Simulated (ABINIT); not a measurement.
The system is Br.

```
Br
1.0
     3.36325   -2.32255    0.00000
     3.36325    2.32255    0.00000
     0.00000    0.00000    8.70230
Br
4
Direct
  0.36510 0.63490 0.39010
  0.13490 0.86510 0.89010
  0.63490 0.36510 0.60990
  0.86510 0.13490 0.10990
```

Base run:

```yaml
Program: ABINIT 10.8.3 (patched build)
Functional: LDA
Potentials_or_basis: PseudoDojo NC SR LDA v0.4.1 standard
Cutoff: 490 eV
k_mesh: 5 × 5 × 2
Occupations: fermi-dirac, width 0.05 eV
Spin: no spin polarisation
```

Its results: band gap on the k mesh 1.73 eV, indirect (least direct gap 1.75 eV); pressure -1.7 GPa; largest force 0.693 eV/Å.

Task: The run is repeated on the same cell with these changes: functional from LDA to PBE; potentials or basis from PseudoDojo NC SR LDA v0.4.1 standard to PseudoDojo NC SR PBE v0.4.1 standard. What comes out?

Result: Band gap on the k mesh 1.87 eV, indirect (least direct gap 1.89 eV); pressure 1.4 GPa; largest force 0.883 eV/Å.

Caveats: an odd mesh through Γ misses points on the zone boundary, where band edges often lie.
